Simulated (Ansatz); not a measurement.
GaN: comparing deformations

All numbers below come from Ansatz 0.2.0, DFT PBE, scalar-relativistic, plane waves, PAW. Cutoff 420 eV, Γ-centred 14×14×14 k-points, Gaussian smearing of 0.05 eV. No spin polarisation. Energies are free energies at this smearing, counted from the undisturbed cell; pressure is positive in compression.

The starting cell (as given, not relaxed at this level; it stands at -0.3 GPa; this rock-salt form isn't the usual structure):

```
Ga N
1.0
     0.00000    2.13524    2.13524
     2.13524    0.00000    2.13524
     2.13524    2.13524    0.00000
Ga N
1 1
Direct
  0.00000 0.00000 0.00000
  0.50000 0.50000 0.50000
```

The cell is strained by ε times a Voigt pattern (xx, yy, zz, yz, xz, xy; engineering shear) with fractional coordinates fixed. τ = (1/V0) dE/dε comes from the stress tensor. Of each scan, only the three points used here are listed.

```csv
pattern,ε,τ (GPa)
"(1, 1, 0, 0, 0, 0)",-0.0150,-14.71
"(1, 1, 0, 0, 0, 0)",0.0000,0.66
"(1, 1, 0, 0, 0, 0)",0.0150,13.53
"(0, 0, 1, 0, 0, 0)",-0.0150,-4.80
"(0, 0, 1, 0, 0, 0)",0.0000,0.33
"(0, 0, 1, 0, 0, 0)",0.0150,4.63
"(0, 0, 0, 1, 0, 0)",-0.0150,-3.07
"(0, 0, 0, 1, 0, 0)",0.0000,0.00
"(0, 0, 0, 1, 0, 0)",0.0150,3.07
```

Which constants do the scans give, and which deformation costs least for the same size of strain tensor?

The slope dτ/dε at zero (parabola through three points) is pᵀCp: (1, 1, 0, 0, 0, 0) gives 2(C11 + C12) = 941 GPa; (0, 0, 1, 0, 0, 0) gives C11 = 314 GPa; (0, 0, 0, 1, 0, 0) gives C44 = 205 GPa. The size of the strain tensor, ε:ε, is ε² times 2.0, 1.0, 0.5. Per unit of it the stiffnesses are 471, 314, 410 GPa, so (0, 0, 1, 0, 0, 0) is the softest of these: at ε:ε = (1 %)² the quadratic term costs 0.95 meV/atom against 1.43 for the stiffest. These are clamped-ion values.

What else follows for this cubic crystal?

From the unrounded slopes C11 = 314.1 and C12 = 156.6 GPa, so B = (C11 + 2 C12)/3 = 209 GPa and the Poisson ratio for a pull along a cube edge is C12/(C11 + C12) = 0.33.

How anisotropic is this cubic crystal?

Zener's ratio 2 C44/(C11 − C12) = 2.60 with clamped ions; it is 1 for an isotropic solid.

The gap closes along the scan, which can put kinks into the curve.